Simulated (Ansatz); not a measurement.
# HfO2: band gap under strain

Aim: follow the gap of HfO2 in the database structure through these states: +2.0 % strain along x alone. The table at the end shows which levels were run.

Program: Ansatz 0.2.0. PAW datasets, plane waves. Spin-unpolarised throughout; all numbers are computed.

**1. Starting point**

The unstrained cell was relaxed with r2SCAN; in each strained cell the atoms were relaxed again with r2SCAN. Names of k-points are those of the unstrained zone, where strain can split equivalent points. First state: +2.0 % strain along x alone.

Space group Pnnm (No. 58), orthorhombic; conventional cell a = 4.838 Å, b = 4.936 Å, c = 3.220 Å, 12.82 Å³ an atom. Around Hf lie 6 O at 2.10–2.11 Å; around O lie 3 Hf at 2.10–2.11 Å.

Structure file:

Space group Pnnm (No. 58). a = 4.838 Å, b = 4.936 Å, c = 3.220 Å, α = 90.00°, β = 90.00°, γ = 90.00°
```
atom  site  symmetry       x       y       z
  Hf    2a     ..2/m  0.0000  0.0000  0.0000
   O    4g       ..m  0.8034  0.1930  0.5000
```

From earlier runs on the unstrained cell: PBE 3.98 eV, r2SCAN 4.53 eV, HSE06 5.63 eV; a = 4.838 Å, c = 3.220 Å.

**2. +2.0 % strain along x alone: PBE**

input.yaml reads:

```yaml
crystal:
  lattice:
    - [4.936032019, 0.0, 0.0]
    - [0.0, 4.8382983915, 0.0]
    - [0.0, 0.0, 3.2199930815]
  atoms:
    - { symbol: Hf, position: [0.0, 0.0, 0.0] }
    - { symbol: Hf, position: [0.5, 0.5, 0.5] }
    - { symbol: O, position: [0.1930161087, 0.8033707378, 0.5] }
    - { symbol: O, position: [0.3069838913, 0.3033707378, 0.0] }
    - { symbol: O, position: [0.6930161087, 0.6966292622, 0.0] }
    - { symbol: O, position: [0.8069838913, 0.1966292622, 0.5] }
kpoints:
  mp_grid: { grid: [6, 6, 8] }
  band_path:
    path:
      - [0.0, 0.0, 0.0]
      - [0.0, 0.5, 0.0]
      - [0.5, 0.5, 0.0]
      - [0.0, 0.0, 0.5]
      - [0.0, 0.5, 0.5]
      - [0.5, 0.5, 0.5]
    npoints: 1
hamiltonian:
  xc: pbe
scf:
  occupations: { method: fermi_dirac, width: 0.02 }
  n_extra_bands: 5
output:
  forces: true
  stress: true
  eigenvalues: true
```

On the command line:

```console
$ ansatz run input.yaml --threads 4 --pin off --max-ram 4608MiB --backend cpu --events-out ev --progress --plain --runs-dir out
```

Standard output:

```text
Warning: RAYON_NUM_THREADS=4 ignored (pool sized by the plan → 4); use --threads N
scf.n_extra_bands = 5 over 38 filled bands (N_el = 76.0): the run solves 43 bands
Engine: ansatz 0.2.0, x86_64-unknown-linux-gnu
Pseudopotentials: kind: paw
Pseudopotential: Hf, paw, valence charge 26, recommended cutoff 420 eV (normal), Hf.paw.azcp
Pseudopotential: O, paw, valence charge 6, recommended cutoff 420 eV (normal), O.paw.azcp
Functional definition: PBE
  parameter kappa = 0.804
  parameter beta = 0.06672455060314922
  exchange = pbe_x(kappa = kappa, mu = beta*pi^2/3)
  correlation = pbe_c(beta = beta)
Crystal: 6 atoms, lattice volume = 76.900 Å³
Basis set: ecut = 420 eV, 1519 PW (Γ), exchange–correlation on 72×72×48 points (8 copies of the dense FFT grid, shifted against one another)
Bands: 43, of which v1, the nominal top of the filled ones, is band 38 counted from 1 (37 counted from 0)
Symmetry: 8 space group operations
Space group: Pnnm (ITA 58), of the structure as read, at distance tolerance 4.3e-5 Å
k-points: 80 of 288
Non-local potential: Hf, projectors of the file, l = 0: 3, l = 1: 2, l = 2: 2, l = 3: 3
Non-local potential: O, projectors of the file, l = 0: 2, l = 1: 2, l = 2: 1
PAW form: soft (Blöchl's): semilocal exchange-correlation on the pseudo side does not see the compensation charge
PAW one-centre angular grid: Hf, 590 points (default); XC on 64 Gauss nodes
PAW one-centre angular grid: O, 110 points (default); XC on 64 Gauss nodes
Initial density: superposition of atomic densities (neutral atoms: chi_scale 0, normalization atom), corrected by the library's trained network
Initial wavefunctions: pseudopotential atomic-orbital guess
Functional: x = pbe(κ = 0.804, μ = 0.2195149727645171), c = pbe(β = 0.06672455060314922)
SCF iter   1: F=—  HF=-33723.199308 eV  |F-HF|=—  |Δ(HF+E_count)|=         —  Δρ=2.90e-3  dr2=5.35e-3  ethr=1.77e-3  ⟨swp⟩=5.9  Hψ=11043  notcnv=0
preconditioner: auto → Resta (q_TF=auto, 2.723 Å⁻¹)  ε∞=5.5  [insulator: Δε(μ)=3.941 eV  Ē_g=16.959 eV  σ=0.020 eV  W_gap=1.00  n_scr=30 (ndim 8)  ℏωp=35.9 eV  f_vac=0.096  D(μ)=0.00/eV (n_scr^D=0)  ε∞_Penn≈5.5]
SCF iter   2: F=—  HF=-33723.199472 eV  |F-HF|=—  |Δ(HF+E_count)|=   1.65e-4  Δρ=1.48e-3  dr2=1.26e-3  ethr=7.04e-6  ⟨swp⟩=2.0  Hψ=6793  notcnv=0  defer=76
SCF iter   3: F=—  HF=-33723.199615 eV  |F-HF|=—  |Δ(HF+E_count)|=   1.42e-4  Δρ=6.22e-4  dr2=3.19e-4  ethr=1.66e-6  ⟨swp⟩=2.0  Hψ=4318  notcnv=0  defer=76
SCF iter   4: F=—  HF=-33723.199643 eV  |F-HF|=—  |Δ(HF+E_count)|=   2.86e-5  Δρ=1.48e-4  dr2=1.31e-5  ethr=4.20e-7  ⟨swp⟩=2.0  Hψ=6108  notcnv=0  defer=76
SCF iter   5: F=—  HF=-33723.199558 eV  |F-HF|=—  |Δ(HF+E_count)|=   8.53e-5  Δρ=7.55e-5  dr2=3.22e-6  ethr=1.73e-8  ⟨swp⟩=2.0  Hψ=6199  notcnv=0  defer=76
SCF iter   6: F=—  HF=-33723.199558 eV  |F-HF|=—  |Δ(HF+E_count)|=   2.79e-7  Δρ=2.85e-5  dr2=6.19e-7  ethr=4.23e-9  ⟨swp⟩=2.6  Hψ=6878  notcnv=0  defer=76
SCF iter   7: F=-33723.199559 eV  HF=-33723.199559 eV  |F-HF|=1.82e-8  |Δ(HF+E_count)|=   3.78e-7  Δρ=6.39e-6  dr2=4.13e-8  ethr=1.32e-10  ⟨swp⟩=7.5  Hψ=16064  notcnv=0
SCF 1 converged in 7 iterations: F = -33723.199559 eV  dr2 = 4.13e-8
NSCF: frozen V_eff on 6 k-points
SCF converged after 7 iterations
Free energy (F): -33723.199559 eV
Harris-Foulkes:  -33723.199559 eV  (|F-HF|=1.82e-8)
Internal energy: -33723.199559 eV  (E = F + TS)
E sigma→0 (E₀):  -33723.199559 eV
Fermi energy:    14.024694 eV
--- Per-component energies (eV) ---
  E_band       = -153.784444
  E_kinetic    = 1539.919307
  E_local      = -13151.825733  (includes V_loc(G=0)·N_el)
  E_nonlocal   = -2293.797233
  E_hartree    = 5976.430267
  E_xc         = -894.053069
  E_vxc        = -907.344729  (∫ρ·V_xc dr)
  E_paw        = -14487.050541  (= ΣΔE_a)
  E_vpaw       = 2706.402285  (= ΣTr[D̂ρ^β])
  E_aug_tail   = 0.009928  (compensation charges beyond the density's cutoff)
  E_ewald      = -10412.832484
  E_smearing   = -0.000000  (= −TS)
  E_closure    = -0.000000  (closes the sum)
  Σ components = -33723.199559   (vs F -33723.199559, Δ=0.00e0)
--- Forces (eV/Å), atoms counted from 1 ---
  atom   1  Hf    -0.00000000     0.00000000     0.00000000
  atom   2  Hf    -0.00000000     0.00000000     0.00000000
  atom   3  O      0.03011526    -0.03387138     0.00000000
  atom   4  O     -0.03011526    -0.03387138     0.00000000
  atom   5  O      0.03011526     0.03387138     0.00000000
  atom   6  O     -0.03011526     0.03387138     0.00000000
  max |Σ_I F_I| component: 1.39e-17 eV/Å
--- Stress (GPa, compression-positive) ---
       -0.663722       0.000000       0.000000
        0.000000       1.013664       0.000000
        0.000000       0.000000       2.244138
  P = ⅓ Tr σ = 0.8647 GPa (8.647 kbar)
--- Band table (eV; the first three rows and the last of 80) ---
  k-point 0: bands = ["-48.4067", "-48.3986", "-17.3363", "-17.3357", "-17.0789", "-17.0684", "-16.9536", "-16.9017", "-5.4673", "-4.7141", "-3.7178", "-3.6978", "1.7113", "1.7115", "1.7197", "1.7445", "1.7461", "1.7508", "1.7509", "1.7522", "1.7741", "1.7800", "1.7959", "1.8008", "1.8774", "1.8844", "6.6743", "7.1950", "7.9209", "8.6243", "8.6864", "10.2687", "10.2777", "10.5506", "11.4334", "11.6275", "11.6869", "12.0673", "15.9807", "16.1991", "17.2287", "17.5972", "17.6271"]
  k-point 1: bands = ["-48.4035", "-48.3960", "-17.3117", "-17.3116", "-17.0765", "-17.0662", "-17.0423", "-16.9964", "-5.2931", "-4.5896", "-3.8152", "-3.7973", "1.7156", "1.7157", "1.7251", "1.7469", "1.7489", "1.7513", "1.7517", "1.7523", "1.7715", "1.7766", "1.7918", "1.7937", "1.8650", "1.8709", "6.9279", "7.3866", "8.0803", "8.6011", "8.6445", "10.1085", "10.4549", "10.4778", "10.8903", "11.4379", "11.4895", "11.9786", "16.2985", "16.6563", "17.1201", "17.5286", "17.5734"]
  k-point 2: bands = ["-48.3957", "-48.3899", "-17.2499", "-17.2486", "-17.2481", "-17.2167", "-17.0739", "-17.0641", "-4.8627", "-4.3091", "-4.0466", "-4.0339", "1.7265", "1.7277", "1.7433", "1.7477", "1.7503", "1.7518", "1.7548", "1.7566", "1.7649", "1.7685", "1.7723", "1.7987", "1.8364", "1.8401", "7.5897", "7.8443", "8.5426", "8.6537", "8.6678", "9.2139", "9.8681", "10.7585", "10.7980", "10.9709", "11.0044", "11.6456", "16.9332", "16.9482", "17.5194", "17.5823", "17.6405"]
  k-point 79: bands = ["-48.3829", "-48.3829", "-17.5160", "-17.5160", "-17.1230", "-17.1230", "-17.1074", "-17.1074", "-4.4153", "-4.4153", "-4.0212", "-4.0212", "1.7422", "1.7422", "1.7502", "1.7502", "1.7526", "1.7526", "1.7592", "1.7592", "1.7628", "1.7628", "1.7937", "1.7937", "1.8077", "1.8077", "8.0635", "8.0635", "8.2202", "8.2202", "9.0741", "9.0741", "10.0323", "10.0323", "11.0615", "11.0615", "11.5907", "11.5907", "17.1311", "17.1311", "17.7875", "17.7875", "18.4959"]
```

It took 1.6 s on 4 threads of AMD EPYC 9R45 (Zen 5), shared host; peak memory 0.57 GiB.

The PBE gap is 3.91 eV, direct at Γ.

Levels at the named points, in eV from the top of band v (v: the last filled band by count, c: the next):

| point | v−1 | v | c | c+1 |
| --- | --- | --- | --- | --- |
| Γ | -0.38 | 0.00 | 3.91 | 4.13 |
| X | -0.63 | -0.63 | 4.59 | 4.59 |
| M | -0.77 | -0.77 | 4.15 | 4.15 |
| Z | -0.95 | -0.95 | 5.48 | 5.48 |
| R | -0.78 | -0.78 | 4.20 | 4.20 |
| A | -0.48 | -0.48 | 5.06 | 5.06 |

**3. +2.0 % strain along x alone: r2SCAN**

input.yaml, as its differences from that of step 2:

```diff
@@ -24,5 +24,5 @@
 hamiltonian:
-  xc: pbe
+  xc: r2scan
 scf:
-  occupations: { method: fermi_dirac, width: 0.02 }
+  occupations: { method: fixed }
   n_extra_bands: 5
```

On the command line:

```console
$ ansatz run input.yaml --threads 4 --pin off --max-ram 4608MiB --backend cpu --events-out ev --progress --plain --runs-dir out
```

Standard output, shortened:

```text
Warning: RAYON_NUM_THREADS=4 ignored (pool sized by the plan → 4); use --threads N
scf.n_extra_bands = 5 over 38 filled bands (N_el = 76.0): the run solves 43 bands
[...]
Pseudopotentials: kind: paw
Pseudopotential: Hf, paw, valence charge 26, recommended cutoff 500 eV (meta_gga), Hf.paw.azcp
Pseudopotential: O, paw, valence charge 6, recommended cutoff 500 eV (meta_gga), O.paw.azcp
Functional definition: r2SCAN
[...]
Crystal: 6 atoms, lattice volume = 76.900 Å³
Basis set: ecut = 500 eV, 1943 PW (Γ), exchange–correlation on 144×144×96 points (64 copies of the dense FFT grid, shifted against one another)
Bands: 43, of which v1, the nominal top of the filled ones, is band 38 counted from 1 (37 counted from 0)
Symmetry: 8 space group operations
Space group: Pnnm (ITA 58), of the structure as read, at distance tolerance 4.3e-5 Å
k-points: 80 of 288
[...]
SCF iter   8: F=-33752.594814 eV  HF=-33752.594814 eV  |F-HF|=4.20e-9  |Δ(HF+E_count)|=   2.56e-8  Δρ=2.82e-6  dr2=7.12e-9  dr2_τ=8.21e-10  ethr=1.32e-10  ⟨swp⟩=9.5  Hψ=15072  notcnv=0
[...]
NSCF: frozen V_eff on 6 k-points
SCF converged after 8 iterations
Free energy (F): -33752.594814 eV
[...]
E sigma→0 (E₀):  -33752.594814 eV
Fermi energy:    11.667112 eV
[...]
--- Forces (eV/Å), atoms counted from 1 ---
  atom   1  Hf     0.00000000    -0.00000000     0.00000000
  atom   2  Hf     0.00000000     0.00000000     0.00000000
  atom   3  O     -0.00040030     0.00058840     0.00000000
  atom   4  O      0.00040030     0.00058840     0.00000000
  atom   5  O     -0.00040030    -0.00058840     0.00000000
  atom   6  O      0.00040030    -0.00058840     0.00000000
[...]
--- Stress (GPa, compression-positive) ---
       -5.586544       0.000000       0.000000
        0.000000      -3.747724       0.000000
        0.000000       0.000000      -2.892743
  P = ⅓ Tr σ = -4.0757 GPa (-40.757 kbar)
--- Band table (eV; the first three rows and the last of 80) ---
[...]
```

Wall time 3.1 s (4 threads of AMD EPYC 9R45 (Zen 5), shared host); peak memory 0.73 GiB.

The r2SCAN gap is 4.46 eV, direct at Γ.

Stress along x, y, z: -5.59, -3.75, -2.89 GPa (compression positive).

**4. +2.0 % strain along x alone: HSE06**

input.yaml, as its differences from that of step 3:

```diff
@@ -13,3 +13,3 @@
 kpoints:
-  mp_grid: { grid: [6, 6, 8] }
+  mp_grid: { grid: [4, 4, 4] }
   band_path:
@@ -24,3 +24,3 @@
 hamiltonian:
-  xc: r2scan
+  xc: hse06
 scf:
```

On the command line:

```console
$ ansatz run input.yaml --threads 4 --pin off --max-ram 4608MiB --backend cpu --events-out ev --progress --plain --runs-dir out
```

Standard output, shortened:

```text
Warning: output.stress: scf.convergence.dr2_threshold = 1e-7 eV (the SCF's general default) is looser than the 6e-10 eV advised for a printed stress (1e-10 eV for each atom of the cell: 6). What an SCF threshold leaves in a stress goes as its square root, and in the free energy as the [...]
Warning: output.stress: scf.exx.energy_threshold = 1e-6 eV is looser than the 6e-8 eV advised for a stress under a hybrid functional (1e-8 eV for each atom of the cell: 6). Every SCF of the exchange loop can meet its threshold on dr2 while the loop round them stops early: no threshold on [...]
Warning: RAYON_NUM_THREADS=4 ignored (pool sized by the plan → 4); use --threads N
scf.n_extra_bands = 5 over 38 filled bands (N_el = 76.0): the run solves 43 bands
[...]
Pseudopotentials: kind: paw
Pseudopotential: Hf, paw, valence charge 26, recommended cutoff 420 eV (normal), Hf.paw.azcp
Pseudopotential: O, paw, valence charge 6, recommended cutoff 420 eV (normal), O.paw.azcp
Functional definition: HSE06
[...]
davidson cushion auto → on  (no smearing: the cushion is to keep the highest requested band from converging to the state above it; pin scf.eigensolver.cushion to override)
[...]
hybrid outer 3: dexx = +4.904e-9 eV, tail = 3.00e-9 eV, Δε = 1.31e-4 eV (about 2.23e-5 eV left of the loop's levels), ΔF = 2.84e-5 eV/Å (tail 6.87e-5)
NSCF: frozen V_eff on 6 k-points
hybrid SCF converged: 3 outer / 15 inner (+2 warm-up), last move |dexx| = 4.90e-9 eV, tail = 3.00e-9 eV
Stability not checked: this state was not tested for a lower state beside it, because the functional holds exact exchange (a hybrid, or Hartree-Fock), whose exchange loop this test does not read (fock_operator; see scf.lower_state_search)
Free energy (F): -33723.483976 eV
Frozen-core exchange: fock
[...]
E sigma→0 (E₀):  -33723.483976 eV
Fermi energy:    10.981421 eV
[...]
--- Forces (eV/Å), atoms counted from 1 ---
  atom   1  Hf     0.00000000     0.00000000     0.00000000
  atom   2  Hf     0.00000000     0.00000000     0.00000000
  atom   3  O     -0.04137339     0.04471817     0.00000000
  atom   4  O      0.04137339     0.04471817     0.00000000
  atom   5  O     -0.04137339    -0.04471817     0.00000000
  atom   6  O      0.04137339    -0.04471817     0.00000000
[...]
--- Stress (GPa, compression-positive) ---
       -5.377333       0.000000       0.000000
        0.000000      -3.536444       0.000000
        0.000000       0.000000      -2.378584
  P = ⅓ Tr σ = -3.7641 GPa (-37.641 kbar)
--- Band table (eV; the first three rows and the last of 27) ---
[...]
```

Wall time 30 s (4 threads of AMD EPYC 9R45 (Zen 5), shared host); peak memory 1.8 GiB.

The HSE06 gap is 5.56 eV, direct at Γ.

**5. What strain did**

Least gap in eV (negative: overlap), with the change from the unstrained cell in brackets:

| state | volume change (%) | PBE | r2SCAN | HSE06 |
| --- | --- | --- | --- | --- |
| +2.0 % strain along x alone | +2.0 | 3.91 (-0.07) | 4.46 (-0.07) | 5.56 (-0.07) |

What this shows: The HSE06 gap moves by -0.077 eV under +2.0 % strain along x alone. PBE and HSE06 differ by 1.65 eV on the unstrained gap, and by at most 0.01 eV on its change: PBE follows the response to strain far better than the gap itself. Spin-orbit coupling is left out of the table, though the cell holds Hf (Z = 72); in an element this heavy it can shift bands and gaps by tenths of an eV.
